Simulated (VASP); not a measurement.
Wanted: the native input for a VASP 6.6.1 run.

* Task: relaxation of cell and atoms
* Functional: PBE
* Potentials or basis: VASP PAW PBE potentials, release 64 (Ba_sv)
* Cutoff: 600 eV
* k mesh: 12 × 12 × 12
* Occupations: methfessel-paxton, width 0.1 eV
* Spin: no spin polarisation
* Further INCAR settings: ALGO = Normal; EDIFF = 1e-06; IBRION = 2; EDIFFG = -0.01; NSW = 90; ISIF = 3

The structure of Ba lies in POSCAR:

```
Ba
1.0
   -2.5065000000      2.5065000000      2.5065000000
    2.5065000000     -2.5065000000      2.5065000000
    2.5065000000      2.5065000000     -2.5065000000
Ba
1
Direct
    0.0000000000      0.0000000000      0.0000000000
```

One way to write it, as run:

INCAR

```
SYSTEM = Ba
ALGO     = Normal         ! electronic algorithm
EDIFF    = 1E-6           ! SCF threshold, eV
EDIFFG   = -0.01          ! ionic threshold
ENCUT    = 600            ! plane-wave cutoff, eV
GGA      = PE             ! functional
IBRION   = 2              ! ionic algorithm
ISIF     = 3              ! what is computed and relaxed
ISMEAR   = 1              ! smearing method
LASPH    = .True.         ! aspherical terms in the spheres
LCHARG   = .False.        ! write CHGCAR
LREAL    = .False.        ! projectors in reciprocal space
LWAVE    = .False.        ! write WAVECAR
NELM     = 80             ! most SCF steps
NSW      = 90             ! ionic steps
PREC     = Accurate       ! precision mode
SIGMA    = 0.1            ! smearing width, eV
```

KPOINTS

```
k-points
0
Gamma
  12 12 12
  0 0 0
```

Potentials or basis: VASP PAW PBE potentials, release 64 (Ba_sv).

Run with:

```bash
$ cat potpaw_PBE.64/Ba_sv/POTCAR > POTCAR
$ mpirun -np 1 vasp_std > vasp.out
```

Results of the run:

```json
{"Relaxed volume": "63.76 Å³/atom", "Relaxed cell": "a = 4.359 Å, b = 4.359 Å, c = 4.359 Å, α = 109.47°, β = 109.47°, γ = 109.47°", "Space group after relaxing (to 0.05 Å)": "Im-3m (No. 229)", "Energy gained by relaxing": "0.2 meV/atom", "Ionic steps": "3", "Pressure after relaxing": "0.0 GPa", "Band gap on the k mesh": "none (metal or under the smearing width)"}
```

Wall time 37 s on 1 thread of Intel(R) Xeon(R) 6975P-C (Granite Rapids), with other jobs on the host, peak memory 0.23 GiB.
